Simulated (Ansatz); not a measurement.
Fe2Ge:

```
Ge Fe
1.0
     4.13287    0.00000    0.00000
    -2.06643    3.57917    0.00000
     0.00000    0.00000    5.00875
Ge Fe
2 4
Cartesian
  0.0000 2.3861 3.7566
  2.0664 1.1931 1.2522
  0.0000 2.3861 1.2522
  2.0664 1.1931 3.7566
  0.0000 0.0000 2.5044
  0.0000 0.0000 0.0000
```

The cell is a database's computed one.

* Program: Ansatz 0.2.0
* Task: relaxation of cell and atoms
* Functional: PBEsol
* Potentials or basis: Ansatz PAW
* Cutoff: 420 eV (not typed: the program's choice for these potentials)
* k mesh: 8 × 8 × 6
* Occupations: fermi-dirac, width 0.05 eV
* Spin: collinear spin, ferromagnetic start
* Starting moments: [0.0, 0.0, 3.0, 3.0, 3.0, 3.0] μB

At the start: volume 12.35 Å³/atom.

Problem. How do energy, volume and symmetry change on relaxing?

Solution. It ends after 6 steps and the volume is 11.66 Å³/atom (-5.5 %); space group P6_3/mmc (No. 194, to 0.05 Å); moment 6.99 μB per cell.

Step by step:
```csv
step,energy change (eV),largest force (eV/Å),volume (Å³)
1,0.0000,0.0000,74.09
2,-0.1131,0.0000,71.30
3,-0.1274,0.0000,69.74
4,-0.1278,0.0000,69.97
5,-0.1278,0.0000,69.98
6,-0.1260,0.0000,69.98
```

Final structure:
```cif
data_structure
_symmetry_space_group_name_H-M 'P 1'
_symmetry_Int_Tables_number 1
_cell_length_a 4.0564
_cell_length_b 4.0564
_cell_length_c 4.9109
_cell_angle_alpha 90.000
_cell_angle_beta 90.000
_cell_angle_gamma 120.000
_cell_volume 69.98
loop_
_atom_site_label
_atom_site_type_symbol
_atom_site_fract_x
_atom_site_fract_y
_atom_site_fract_z
_atom_site_occupancy
Ge1 Ge 0.33333 0.66667 0.75000 1
Ge2 Ge 0.66667 0.33333 0.25000 1
Fe1 Fe 0.33333 0.66667 0.25000 1
Fe2 Fe 0.66667 0.33333 0.75000 1
Fe3 Fe 0.00000 0.00000 0.50000 1
Fe4 Fe 0.00000 0.00000 0.00000 1
```

Caveat: the plane-wave basis is chosen anew once the cell has moved, so the energies of steps on either side of that aren't comparable; the PAW data sets come from PBE, with cores solved anew for the run's functional, which leaves a small shift of forces and pressure.
